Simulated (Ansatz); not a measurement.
Input, command and steps of an Ansatz relaxation.

```yaml
crystal:
  lattice:
    - [4.4244828254, 0.0, 0.0]
    - [-2.2122414127, 3.8317145254, 0.0]
    - [0.0, 0.0, 6.0099845247]
  atoms:
    - { symbol: Te, position: [0.2783619184, 0.0, 0.3333333333] }
    - { symbol: Te, position: [0.0, 0.2783619184, 0.6666666667] }
    - { symbol: Te, position: [0.7216380816, 0.7216380816, 0.0] }
basis:
  ecutwfc: 420
kpoints:
  mp_grid: { grid: [12, 12, 8] }
hamiltonian:
  xc: pbesol
scf:
  occupations: { method: gaussian, width: 0.1 }
output:
  forces: true
  stress: true
  eigenvalues: true
relax:
  adjacent_minimum: "off"
  f_tol: 0.01
  max_steps: 30
  cell: { stress_tol: 0.1, fix: [volume] }
```

```bash
ansatz run input.yaml --threads 1 --pin off --max-ram 2560MiB --backend cpu --events-out ev --progress --plain --runs-dir out
```

Method: Ansatz 0.2.0, DFT PBEsol, scalar-relativistic, plane waves, PAW.

The volume is held at 1.06 times that of the relaxed cell.

Of 4 frames 3 are shown, positions in Å and forces in eV/Å; the SCF threshold varies from step to step. Steps run on the plane waves of an earlier cell, with a Pulay correction in the pressure. The basis is chosen afresh for the last frame, the zero of the energies, and at times for earlier ones too; energy and pressure step there, also at an unchanged geometry.

```xyz
3
Lattice="4.4245 0.0000 0.0000 -2.2122 3.8317 0.0000 0.0000 0.0000 6.0100" Properties=species:S:1:pos:R:3:forces:R:3 pbc="T T T" step=1 free_energy_over_end_meV_per_atom=2.02 pressure_GPa=-2.18
Te    1.2316    0.0000    2.0033   -0.1129    0.0000    0.0000
Te   -0.6158    1.0666    4.0067    0.0564   -0.0977    0.0000
Te    1.5964    2.7651    0.0000    0.0564    0.0977    0.0000
3
Lattice="4.4398 0.0000 0.0000 -2.2199 3.8450 0.0000 0.0000 0.0000 5.9685" Properties=species:S:1:pos:R:3:forces:R:3 pbc="T T T" step=2 free_energy_over_end_meV_per_atom=0.11 pressure_GPa=-1.66
Te    1.2164    0.0000    1.9895   -0.0235    0.0000    0.0000
Te   -0.6082    1.0534    3.9790    0.0118   -0.0204    0.0000
Te    1.6117    2.7916    0.0000    0.0118    0.0204    0.0000
3
Lattice="4.4474 0.0000 0.0000 -2.2237 3.8516 0.0000 0.0000 0.0000 5.9481" Properties=species:S:1:pos:R:3:forces:R:3 pbc="T T T" step=4 free_energy_over_end_meV_per_atom=0.00 pressure_GPa=-1.48
Te    1.2134    0.0000    1.9827    0.0039    0.0000    0.0000
Te   -0.6067    1.0509    3.9654   -0.0020    0.0034    0.0000
Te    1.6170    2.8007    0.0000   -0.0020   -0.0034    0.0000
```

Time: 4.9 min on 1 thread of AMD EPYC (Zen 3), with other jobs on the host, peak memory 0.58 GiB.